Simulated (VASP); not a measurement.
# Bi (Fmmm) in VASP: notebook, part 2 of 2

VASP 6.6.1. Earlier steps stand in the parts before.

### Step 3. Relaxation of cell and atoms, r2SCAN

Contents of POSCAR:

```
Bi
1.0
    0.0000000000      2.4274905635      2.8503843381
    2.2623954780      0.0000000000      2.8503843381
    2.2623954780      2.4274905635      0.0000000000
Bi
1
Direct
    0.0000000000      0.0000000000      0.0000000000
```

Contents of INCAR.step1:

```
SYSTEM = Bi
PREC = Accurate ; ENCUT = 600
ISMEAR = 0 ; SIGMA = 0.1
LREAL = .FALSE. ; LASPH = .TRUE.
NELM = 100 ; GGA = PE
ALGO = Normal ; EDIFF = 1E-4
LWAVE = .TRUE. ; LCHARG = .FALSE.
```

Contents of INCAR.step2:

```
SYSTEM = Bi
PREC = Accurate ; ENCUT = 600
EDIFF = 1E-7 ; ISMEAR = 0
SIGMA = 0.1 ; LREAL = .FALSE.
LASPH = .TRUE. ; NELM = 100
ALGO = Normal ; ISIF = 3
LWAVE = .FALSE. ; LCHARG = .FALSE.
METAGGA = R2SCAN ; LMIXTAU = .TRUE.
IBRION = 2 ; NSW = 90
EDIFFG = -0.04 ; ISTART = 1
```

Contents of KPOINTS:

```
regular mesh
0
G
  6 6 6
  0 0 0
```

Potentials or basis: VASP PAW PBE potentials, release 64 (Bi_d).

Command:

```console
$ cat potpaw_PBE.64/Bi_d/POTCAR > POTCAR
$ cp INCAR.step1 INCAR
$ mpirun -np 1 vasp_std > vasp.out
$ cp INCAR.step2 INCAR
$ mpirun -np 1 vasp_std > vasp.out
```

OUTCAR:

```text
SYSTEM = Bi
   PREC = Accurate
   ENCUT = 600
   EDIFF = 1E-7
   ISMEAR = 0
   LREAL = .FALSE.
   LASPH = .TRUE.
   NELM = 100
   ISIF = 3
   METAGGA = R2SCAN
   IBRION = 2
   NSW = 90
   EDIFFG = -0.04
   ISTART = 1

 ion  position               nearest neighbor table
   1  0.000  0.000  0.000-

  LATTYP: Found a face centered orthorhombic cell.
 ALAT       =     4.5247909560
 B/A-ratio  =     1.0729735747
 C/A-ratio  =     1.2598965856

  Lattice vectors:

 A1 = (   0.0000000000,   2.4274905635,   2.8503843381)
 A2 = (   2.2623954780,   0.0000000000,   2.8503843381)
 A3 = (   2.2623954780,   2.4274905635,   0.0000000000)

Analysis of symmetry for initial positions (statically):
[... 393 lines left out ...]
  energy without entropy =      -58.27308496  energy(sigma->0) =      -58.27368016

 E-fermi :   7.7979     XC(G=0): -11.0363

 val. band max:        7.6646864427   @ k =   0.5000   0.0000   0.5000
 cond. band min:       7.7990170951   @ k =   0.3333   0.5000   0.1667
 fundamental gap:      0.1343306525
 Fermi energy:         7.7979440263

 k-point     1 :       0.0000    0.0000    0.0000
  band No.  band energies     occupation
      1     -16.0438      2.00000
      2     -15.9578      2.00000
      3     -15.9138      2.00000
      4     -15.8727      2.00000
      5     -15.8046      2.00000
      6      -6.3442      2.00000
      7      12.4808      0.00000
      8      12.9544      0.00000
      9      13.3687      0.00000
     10      17.4842      0.00000
     11      18.1983      0.00000
[... 309 lines left out ...]
 k-point    24 :       0.5000    0.3333    0.1667
  band No.  band energies     occupation
      1     -15.9840      2.00000
      2     -15.9309      2.00000
      3     -15.8694      2.00000
      4     -15.8271      2.00000
      5     -15.8112      2.00000
      6      -3.9096      2.00000
      7       5.0838      2.00000
      8       8.0957      0.00003
      9       9.1236      0.00000
     10      16.9010      0.00000
     11      18.3595      0.00000

 [... further k-points ...]
[... 5 lines left out ...]
  --------------------------------------------------------------------------------------
  -------------------------------------------------------------------------------------
  Total       -0.0030977     -0.0226646      0.0197628      0.0000000      0.0000000      0.0000000
  in kB       -0.1587292     -1.1613449      1.0126520      0.0000000      0.0000000      0.0000000
  external PRESSURE =      -0.1024740 kB  Pullay stress =       0.0000000 kB
[... 16 lines left out ...]
  FREE ENERGIE OF THE ION-ELECTRON SYSTEM (eV)
  ---------------------------------------------------
  free  energy   TOTEN  =       -58.2742753689 eV

  energy  without entropy=      -58.2730849596  energy(sigma->0) =      -58.27368016

 reached required accuracy - stopping structural energy minimisation
```

OUTCAR.step1:

```text
SYSTEM = Bi
   PREC = Accurate
   ENCUT = 600
   ISMEAR = 0
   LREAL = .FALSE.
   LASPH = .TRUE.
   NELM = 100
[... 556 lines left out ...]
 -----------------------------------------------------------------------------------
      0.00000      0.00000      0.00000         0.000000      0.000000      0.000000
 -----------------------------------------------------------------------------------
    total drift:                               -0.000000     -0.000000     -0.000000

  FREE ENERGIE OF THE ION-ELECTRON SYSTEM (eV)
  ---------------------------------------------------
  free  energy   TOTEN  =        -3.7438334485 eV

  energy  without entropy=       -3.7388338273  energy(sigma->0) =       -3.74133364
```

Wall time 5.9 min (1 thread of AMD EPYC 9R45 (Zen 5), shared host); peak memory 0.16 GiB.

What came out:

| Quantity | Value |
| --- | --- |
| Free energy | -58.2743 eV |
| Relaxed volume | 31.27 Å³/atom |
| Relaxed cell | a = 3.795 Å, b = 3.582 Å, c = 3.337 Å, α = 66.41°, β = 59.90°, γ = 53.69° |
| Space group after relaxing (to 0.05 Å) | Fmmm (No. 69) |
| Energy gained by relaxing | 16.1 meV/atom |
| Ionic steps | 7 |
| Pressure after relaxing | 0.0 GPa |
| Band gap on the k mesh | none (metal or under the smearing width) |

The path:
```
step  energy change (eV)  largest force (eV/Å)  pressure (GPa)  volume (Å³)
   1              0.0000                0.0000            0.21        31.31
   2             -0.0107                0.0000           -0.37        31.48
   3             -0.0134                0.0000           -0.60        31.58
   4             -0.0136                0.0000           -0.69        31.61
   5             -0.0150                0.0000            0.51        30.98
   6             -0.0157                0.0000            0.04        31.22
   7             -0.0161                0.0000           -0.01        31.27
```

Final structure:
```yaml
crystal:
  lattice:
    - [0.00000, 2.51998, 2.83706]
    - [2.18677, 0.00000, 2.83706]
    - [2.18677, 2.51998, 0.00000]
  atoms:
    - { symbol: Bi, position: [0.00000, 0.00000, 0.00000] }
```

Caveat: the k mesh is coarse (spacing up to 0.37 Å⁻¹), so the values aren't converged; the PAW data sets were made with another functional, which shifts forces and pressure a little; spin-orbit coupling is left out, which moves the levels of the heavy elements.

### Step 4. Single point, r2SCAN

This run uses another cell than the first one: it holds 4 atoms, not 1.

Contents of POSCAR:

```
Bi
1.0
    2.8503843381     -2.2623954780      0.0000000000
    2.8503843381      2.2623954780      0.0000000000
    0.0000000000      0.0000000000      9.7099622540
Bi
4
Direct
    0.7500519630      0.2499480370      0.1248670080
    0.7499480370      0.2500519630      0.6248670080
    0.2499480370      0.7500519630      0.8751329920
    0.2500519630      0.7499480370      0.3751329920
```

Contents of INCAR.step1:

```
ALGO = Normal
EDIFF = 1E-4
ENCUT = 520
GGA = PE
ISMEAR = 0
LASPH = True
LCHARG = False
LREAL = False
LWAVE = True
NBANDS = 38
NELM = 100
PREC = Accurate
SIGMA = 0.1
```

Contents of INCAR.step2:

```
ALGO = Normal
EDIFF = 1E-7
ENCUT = 520
ISIF = 2
ISMEAR = 0
ISTART = 1
LASPH = True
LCHARG = False
LMIXTAU = True
LREAL = False
LWAVE = False
METAGGA = R2SCAN
NBANDS = 38
NELM = 100
PREC = Accurate
SIGMA = 0.1
```

Contents of KPOINTS:

```
k-points
0
Gamma
  4 4 2
```

Command:

```console
$ cat potpaw_PBE.64/Bi_d/POTCAR > POTCAR
$ cp INCAR.step1 INCAR
$ mpirun -np 1 vasp_std > vasp.out
$ cp INCAR.step2 INCAR
$ mpirun -np 1 vasp_std > vasp.out
```

Run time: 2.2 min. Hardware: 1 thread of AMD EPYC 9R45 (Zen 5), shared host; peak memory 0.21 GiB.

Results (log left out):

```yaml
Free_energy: -233.1375 eV
Pressure: -0.1 GPa
Largest_force: 0.007 eV/Å
Band_gap_on_the_k_mesh: none (metal or under the smearing width)
```

Forces on the atoms (eV/Å):
```
Bi   0.000  0.001  0.007
Bi   0.000 -0.001  0.007
Bi   0.000 -0.001 -0.007
Bi   0.000  0.001 -0.007
```

Stress tensor (GPa, compression positive):
```
-0.18  0.00  0.00
 0.00 -0.10  0.00
 0.00  0.00  0.12
```

Levels at points of the mesh, in eV from the Fermi level:
| k point | band 26 | band 27 | band 28 | band 29 | band 30 | band 31 | band 32 | band 33 | band 34 | band 35 |
| --- | --- | --- | --- | --- | --- | --- | --- | --- | --- | --- |
| (0.00, 0.00, 0.00) | -0.75 | 0.24 | 0.24 | 1.12 | 1.35 | 1.36 | 2.55 | 2.56 | 4.34 | 4.40 |
| (0.50, 0.00, 0.00) | -5.57 | -2.58 | -2.58 | -1.09 | -1.09 | 1.59 | 1.59 | 2.00 | 2.00 | 5.01 |
| (0.50, 0.50, 0.00) | -3.96 | -3.59 | -3.57 | -1.94 | -1.93 | -1.47 | -0.89 | -0.89 | -0.04 | 1.77 |
| (0.00, 0.00, 0.50) | -2.86 | -0.20 | -0.20 | 1.50 | 1.50 | 3.31 | 3.31 | 3.57 | 3.57 | 3.81 |
| (0.50, 0.00, 0.50) | -4.53 | -4.53 | -4.53 | 0.96 | 0.96 | 0.96 | 0.96 | 2.90 | 2.90 | 2.90 |
| (0.50, 0.50, 0.50) | -4.96 | -3.43 | -3.43 | -1.54 | -1.54 | -1.53 | -1.53 | 0.23 | 0.23 | 0.74 |

Caveat: the k mesh is coarse (spacing up to 0.44 Å⁻¹), so the values aren't converged; the PAW data sets were made with another functional, which shifts forces and pressure a little; spin-orbit coupling is left out, which moves the levels of the heavy elements.

### Step 5. Summary

| task | cell | k mesh | cutoff (eV) | gap on the mesh (eV) | pressure (GPa) |
| --- | --- | --- | --- | --- | --- |
| single point | Fmmm, 31.3 Å³/atom | 6 × 6 × 6 | 520 | none | -0.1 |
| relaxation of cell and atoms | relaxed | 6 × 6 × 6 | 600 | none | 0.0 |
| single point | Cmme, 31.31 Å³/atom | 4 × 4 × 2 | 520 | none | -0.1 |

Alike in all rows: level r2SCAN; potentials or basis VASP PAW PBE potentials, release 64 (Bi_d); no spin polarisation; smearing gaussian 0.1 eV; the mesh is coarse, so values aren't converged.

Caveats: all runs use coarse meshes; the PAW data sets were made with another functional, which shifts forces and pressure a little; spin-orbit coupling is left out, which moves the levels of the heavy elements.

Total energies depend on the potentials used, so only differences within one code and one set of settings carry meaning.
